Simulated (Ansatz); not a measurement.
## Axial (c/a) deformation path in CuO

Level of theory: Ansatz 0.2.0, DFT PBEsol, scalar-relativistic, plane waves, PAW. Cutoff 420 eV, Γ-centred 18×18×10 k-points, Gaussian smearing of 0.15 eV. No spin polarisation. Energies are free energies at this smearing, counted from the undisturbed cell; pressure is positive in compression.

Zero of the scan (relaxed at this level; this form isn't the usual structure):

```
Cu O
1.0
     2.04253   -2.05036    0.00000
     2.04253    2.05036    0.00000
     0.00000    0.00000    5.09226
Cu O
2 2
Cartesian
  1.0213 1.0252 0.0000
  1.0213 -1.0252 2.5461
  2.0425 0.0000 1.2731
  2.0425 0.0000 3.8192
```

At fixed volume and fractional coordinates, lengths along (0.000, 0.000, 1.000) are scaled against those across it; ρ is that ratio over its starting value. The cell is metallic on the mesh throughout.

```
    ρ  ΔE (meV/atom)
0.850           95.5
0.920           24.8
1.000            0.0
1.100           32.3
1.200          120.2
```

Q: Predict the pressure (GPa) at each point.

A:
```csv
ρ,pressure (GPa)
0.850,6.9
0.920,3.7
1.000,0.0
1.100,-4.5
1.200,-8.6
```

Cost: 5 runs of about 2.2 core-minutes in all, on Arm Neoverse V2 (shared hosts).